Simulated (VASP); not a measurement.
# InP (F-43m) in VASP: a series of runs, part 2 of 2

VASP 6.6.1. The steps go on from the part before.

## Step 3: Single point, r2SCAN+D4

This run uses another cell than the first one, of 25.51 Å³/atom, 1.007 times its volume.

POSCAR

```
InP
1.0
    0.0000000000      2.9438029694      2.9438029694
    2.9438029694      0.0000000000      2.9438029694
    2.9438029694      2.9438029694      0.0000000000
In P
1 1
Direct
    0.0000000000      0.0000000000      0.0000000000
    0.7500000000      0.7500000000      0.7500000000
```

INCAR.step1

```
SYSTEM = InP
PREC = Accurate ; ENCUT = 520
ISMEAR = 0 ; SIGMA = 0.05
LREAL = .False. ; LASPH = .True.
NELM = 80 ; NBANDS = 16
GGA = PE ; ALGO = Normal
EDIFF = 1E-4 ; LWAVE = .True.
LCHARG = .False.
```

INCAR.step2

```
SYSTEM = InP
PREC = Accurate ; ENCUT = 520
EDIFF = 1E-7 ; ISMEAR = 0
SIGMA = 0.05 ; LREAL = .False.
LASPH = .True. ; NELM = 80
ALGO = Normal ; ISIF = 2
LWAVE = .False. ; LCHARG = .False.
METAGGA = R2SCAN ; LMIXTAU = .True.
IVDW = 13 ; VDW_S6 = 1.0
VDW_S8 = 0.6018749 ; VDW_A1 = 0.51559235
VDW_A2 = 5.77342911 ; NBANDS = 16
ISTART = 1
```

KPOINTS

```
regular mesh
0
Gamma
  8 8 8
  0 0 0
```

Potentials or basis: VASP PAW PBE potentials, release 64 (In_d, P).

Run with:

```bash
$ cat potpaw_PBE.64/In_d/POTCAR potpaw_PBE.64/P/POTCAR > POTCAR
$ cp INCAR.step1 INCAR
$ mpirun -np 1 vasp_std > vasp.out
$ cp INCAR.step2 INCAR
$ mpirun -np 1 vasp_std > vasp.out
```

OUTCAR:

```text
SYSTEM = InP
   PREC = Accurate
   ENCUT = 520
   EDIFF = 1E-7
   ISMEAR = 0
   LREAL = .False.
   LASPH = .True.
   NELM = 80
   ISIF = 2
   METAGGA = R2SCAN
   IVDW = 13
   ISTART = 1

 ion  position               nearest neighbor table
   1  0.000  0.000  0.000-   2 2.55   2 2.55   2 2.55   2 2.55
   2  0.750  0.750  0.750-   1 2.55   1 2.55   1 2.55   1 2.55

  LATTYP: Found a face centered cubic cell.
 ALAT       =     5.8876059388

  Lattice vectors:

[... 643 lines left out ...]
------------------------ aborting loop because EDIFF is reached ----------------------------------------

  DFT-D4 for vdW energy calculation

  Edisp (eV):   -0.23542

  FORCE on cell =-STRESS in cart. coord.  units (eV):
  Direction    XX          YY          ZZ          XY          YZ          ZX
  --------------------------------------------------------------------------------------
  -------------------------------------------------------------------------------------
  Total      -0.03544    -0.03544    -0.03544    -0.00000     0.00000     0.00000
  in kB      -1.11298    -1.11298    -1.11298    -0.00000     0.00000     0.00000
  external pressure =       -1.11 kB  Pullay stress =        0.00 kB

 VOLUME and BASIS-vectors are now :
 -----------------------------------------------------------------------------
  energy-cutoff  :      520.00
  volume of cell :       51.02
      direct lattice vectors                 reciprocal lattice vectors
     0.000000000  2.943802969  2.943802969    -0.169848324  0.169848324  0.169848324
     2.943802969  0.000000000  2.943802969     0.169848324 -0.169848324  0.169848324
     2.943802969  2.943802969  0.000000000     0.169848324  0.169848324 -0.169848324

 POSITION                                       TOTAL-FORCE (eV/Angst)
 -----------------------------------------------------------------------------------
      0.00000      0.00000      0.00000         0.000000      0.000000     -0.000000
      4.41570      4.41570      4.41570        -0.000000     -0.000000      0.000000
 -----------------------------------------------------------------------------------
    total drift:                                0.000002      0.000002      0.000002

  FREE ENERGIE OF THE ION-ELECTRON SYSTEM (eV)
  ---------------------------------------------------
  free  energy   TOTEN  =       -32.5318908752 eV

  energy  without entropy=      -32.5318908751  energy(sigma->0) =      -32.53189088
```

OUTCAR.step1:

```text
SYSTEM = InP
   PREC = Accurate
   ENCUT = 520
   ISMEAR = 0
   LREAL = .False.
   LASPH = .True.
[... 677 lines left out ...]
      0.00000      0.00000      0.00000        -0.000000     -0.000000     -0.000000
      4.41570      4.41570      4.41570         0.000000      0.000000      0.000000
 -----------------------------------------------------------------------------------
    total drift:                                0.000000      0.000000      0.000000

  FREE ENERGIE OF THE ION-ELECTRON SYSTEM (eV)
  ---------------------------------------------------
  free  energy   TOTEN  =        -8.3929347467 eV

  energy  without entropy=       -8.3929347467  energy(sigma->0) =       -8.39293475
```

OSZICAR.step1:

```text
N       E                     dE             d eps       ncg     rms          rms(c)
DAV:   1     0.114264406957E+03    0.11426E+03   -0.83820E+03   928   0.124E+03
DAV:   2    -0.129281095183E+01   -0.11556E+03   -0.11068E+03  1064   0.300E+02
DAV:   3    -0.860189974358E+01   -0.73091E+01   -0.72797E+01  1192   0.742E+01
DAV:   4    -0.880104477985E+01   -0.19915E+00   -0.19908E+00  1232   0.132E+01
DAV:   5    -0.880946860532E+01   -0.84238E-02   -0.84237E-02  1320   0.229E+00    0.557E+00
DAV:   6    -0.841966610814E+01    0.38980E+00   -0.62324E-01  1512   0.127E+01    0.334E+00
DAV:   7    -0.839162770310E+01    0.28038E-01   -0.15670E-01  1336   0.310E+00    0.124E+00
DAV:   8    -0.839207866687E+01   -0.45096E-03   -0.15081E-02  1160   0.144E+00    0.312E-01
DAV:   9    -0.839271319665E+01   -0.63453E-03   -0.12950E-03  1192   0.382E-01    0.152E-01
DAV:  10    -0.839285750488E+01   -0.14431E-03   -0.22181E-04  1136   0.199E-01    0.883E-02
DAV:  11    -0.839293474672E+01   -0.77242E-04   -0.14183E-04  1088   0.109E-01
   1 F= -.83929347E+01 E0= -.83929347E+01  d E =-.158969E-14
```

Wall time 99 s (1 thread of Intel Xeon 8259CL, shared host); peak memory 0.19 GiB.

Results:

| Property | Result |
| --- | --- |
| Free energy | -32.5319 eV |
| Pressure | -0.1 GPa |
| Band gap on the k mesh | 1.09 eV, direct |
| Dispersion energy per atom | -0.118 eV |

Caveat: the PAW data sets were made with another functional, which shifts forces and pressure a little; spin-orbit coupling is left out, which moves the levels of the heavy elements.

## Step 4: Single point, r2SCAN+D4 (volume scaled by 1.02)

POSCAR

```
InP
1.0
    0.0000000000      2.9632989215      2.9632989215
    2.9632989215      0.0000000000      2.9632989215
    2.9632989215      2.9632989215      0.0000000000
In P
1 1
Direct
    0.0000000000      0.0000000000      0.0000000000
    0.7500000000      0.7500000000      0.7500000000
```

INCAR.step1

```
SYSTEM = InP
ALGO     = Normal         ! electronic algorithm
EDIFF    = 1E-4           ! SCF threshold, eV
ENCUT    = 520            ! plane-wave cutoff, eV
GGA      = PE             ! functional
ISMEAR   = 0              ! smearing method
LASPH    = .TRUE.         ! aspherical terms in the spheres
LCHARG   = .FALSE.        ! write CHGCAR
LREAL    = .FALSE.        ! projectors in reciprocal space
LWAVE    = .TRUE.         ! write WAVECAR
NBANDS   = 16             ! bands
NELM     = 100            ! most SCF steps
PREC     = Accurate       ! precision mode
SIGMA    = 0.05           ! smearing width, eV
```

INCAR.step2

```
SYSTEM = InP
ALGO     = Normal         ! electronic algorithm
EDIFF    = 1E-6           ! SCF threshold, eV
ENCUT    = 520            ! plane-wave cutoff, eV
ISIF     = 2              ! what is computed and relaxed
ISMEAR   = 0              ! smearing method
ISTART   = 1            
IVDW     = 13             ! dispersion correction
LASPH    = .TRUE.         ! aspherical terms in the spheres
LCHARG   = .TRUE.         ! write CHGCAR
LELF     = .TRUE.         ! ELF
LMIXTAU  = .TRUE.       
LREAL    = .FALSE.        ! projectors in reciprocal space
LVHAR    = .TRUE.       
LWAVE    = .FALSE.        ! write WAVECAR
METAGGA  = R2SCAN         ! meta-GGA
NBANDS   = 16             ! bands
NELM     = 100            ! most SCF steps
PREC     = Accurate       ! precision mode
SIGMA    = 0.05           ! smearing width, eV
VDW_A1   = 0.51559235   
VDW_A2   = 5.77342911   
VDW_S6   = 1.0          
VDW_S8   = 0.6018749
```

KPOINTS

```
k-points
0
G
  8 8 8
  0 0 0
```

Run with:

```bash
$ cat potpaw_PBE.64/In_d/POTCAR potpaw_PBE.64/P/POTCAR > POTCAR
$ cp INCAR.step1 INCAR
$ mpirun -np 1 vasp_std > vasp.out
$ cp INCAR.step2 INCAR
$ mpirun -np 1 vasp_std > vasp.out
```

Run time: 75 s. Hardware: 1 thread of Intel Xeon 8259CL, shared host; peak memory 0.2 GiB.

The run converged. Its results:

```
Free energy                : -32.5272 eV
Pressure                   : -1.4 GPa
Band gap on the k mesh     : 0.97 eV, direct
Dispersion energy per atom : -0.116 eV
```

Levels at points of the mesh, in eV from the valence-band top:
```csv
k point,band 5,band 6,band 7,band 8,band 9,band 10,band 11,band 12,band 13,band 14
"(0.00, 0.00, 0.00)",-14.43,-11.77,0.00,0.00,0.00,0.97,4.44,4.44,4.44,8.95
"(0.50, 0.00, 0.00)",-14.42,-10.08,-5.70,-0.96,-0.96,1.78,5.16,5.16,7.47,9.92
"(0.50, 0.50, 0.00)",-14.40,-9.44,-5.73,-2.30,-2.30,2.06,2.54,9.66,10.08,10.08
```

Caveat: the cell differs from its parent crystal (volume scaled by 1.02); the PAW data sets were made with another functional, which shifts forces and pressure a little; spin-orbit coupling is left out, which moves the levels of the heavy elements.

## Step 5: Single point, r2SCAN+D4 (volume scaled by 1.04)

POSCAR

```
InP
1.0
    0.0000000000      2.9825416614      2.9825416614
    2.9825416614      0.0000000000      2.9825416614
    2.9825416614      2.9825416614      0.0000000000
In P
1 1
Direct
    0.0000000000      0.0000000000      0.0000000000
    0.7500000000      0.7500000000      0.7500000000
```

INCAR.step1

```
ALGO     = Normal         # electronic algorithm
EDIFF    = 1E-4           # SCF threshold, eV
ENCUT    = 520            # plane-wave cutoff, eV
GGA      = PE             # functional
ISMEAR   = 0              # smearing method
LASPH    = T              # aspherical terms in the spheres
LCHARG   = F              # write CHGCAR
LREAL    = F              # projectors in reciprocal space
LWAVE    = T              # write WAVECAR
NBANDS   = 16             # bands
NELM     = 60             # most SCF steps
PREC     = Accurate       # precision mode
SIGMA    = 0.05           # smearing width, eV
```

INCAR.step2

```
ALGO     = Normal         # electronic algorithm
EDIFF    = 1E-6           # SCF threshold, eV
ENCUT    = 520            # plane-wave cutoff, eV
ISIF     = 2              # what is computed and relaxed
ISMEAR   = 0              # smearing method
ISTART   = 1            
IVDW     = 13             # dispersion correction
LASPH    = T              # aspherical terms in the spheres
LCHARG   = F              # write CHGCAR
LMIXTAU  = T            
LREAL    = F              # projectors in reciprocal space
LWAVE    = F              # write WAVECAR
METAGGA  = R2SCAN         # meta-GGA
NBANDS   = 16             # bands
NELM     = 60             # most SCF steps
PREC     = Accurate       # precision mode
SIGMA    = 0.05           # smearing width, eV
VDW_A1   = 0.51559235   
VDW_A2   = 5.77342911   
VDW_S6   = 1.0          
VDW_S8   = 0.6018749
```

KPOINTS

```
k-points
0
Gamma
  8 8 8
```

Run with:

```bash
$ cat potpaw_PBE.64/In_d/POTCAR potpaw_PBE.64/P/POTCAR > POTCAR
$ cp INCAR.step1 INCAR
$ mpirun -np 1 vasp_std > vasp.out
$ cp INCAR.step2 INCAR
$ mpirun -np 1 vasp_std > vasp.out
```

Wall time 89 s (1 thread of Intel Xeon 8259CL, shared host); peak memory 0.2 GiB.

It converged, with:

```yaml
Free_energy: -32.5146 eV
Pressure: -2.6 GPa
Band_gap_on_the_k_mesh: 0.86 eV, direct
Dispersion_energy_per_atom: -0.114 eV
```

Levels at points of the mesh, in eV from the valence-band top:
```tsv
k point	band 6	band 7	band 8	band 9	band 10	band 11	band 12	band 13
(0.00, 0.00, 0.00)	-11.64	0.00	0.00	0.00	0.86	4.44	4.44	4.44
(0.50, 0.00, 0.00)	-10.01	-5.60	-0.93	-0.93	1.72	5.15	5.15	7.42
(0.50, 0.50, 0.00)	-9.39	-5.65	-2.23	-2.23	2.09	2.54	9.53	9.94
```

Caveat: the cell differs from its parent crystal (volume scaled by 1.04); the PAW data sets were made with another functional, which shifts forces and pressure a little; spin-orbit coupling is left out, which moves the levels of the heavy elements.

## Step 6: The runs side by side

| cell | gap on the mesh (eV) | pressure (GPa) |
| --- | --- | --- |
| a = 4.153 Å, angles 60.0°, 2 atoms | 1.13 | 0.4 |
| a = 4.163 Å, angles 60.0°, 2 atoms | 1.09 | -0.1 |
| a = 4.191 Å, angles 60.0°, 2 atoms | 0.97 | -1.4 |
| a = 4.218 Å, angles 60.0°, 2 atoms | 0.86 | -2.6 |

Alike in all rows: task single point; level r2SCAN+D4; potentials or basis VASP PAW PBE potentials, release 64 (In_d, P); no spin polarisation; k mesh 8 × 8 × 8; cutoff (eV) 520; smearing gaussian 0.05 eV.

Caveats: the PAW data sets were made with another functional, which shifts forces and pressure a little; spin-orbit coupling is left out, which moves the levels of the heavy elements.

Absolute energies hang on the potentials; compare differences alone.

## Step 7: Against experiment

Step 2. Against the measured gap of InP, 1.4236 eV (direct; 1.6 K; a printed reference work, data compilation), the calculated 1.13 eV is off by -0.29 eV. Spin-orbit coupling on In is left out. The value is that of r2SCAN+D4, without temperature or zero-point motion.

Step 3. Against the measured gap of InP, 1.4236 eV (direct; 1.6 K; a printed reference work, data compilation), the calculated 1.09 eV is off by -0.33 eV. Spin-orbit coupling on In is left out. The value is that of r2SCAN+D4, without temperature or zero-point motion.
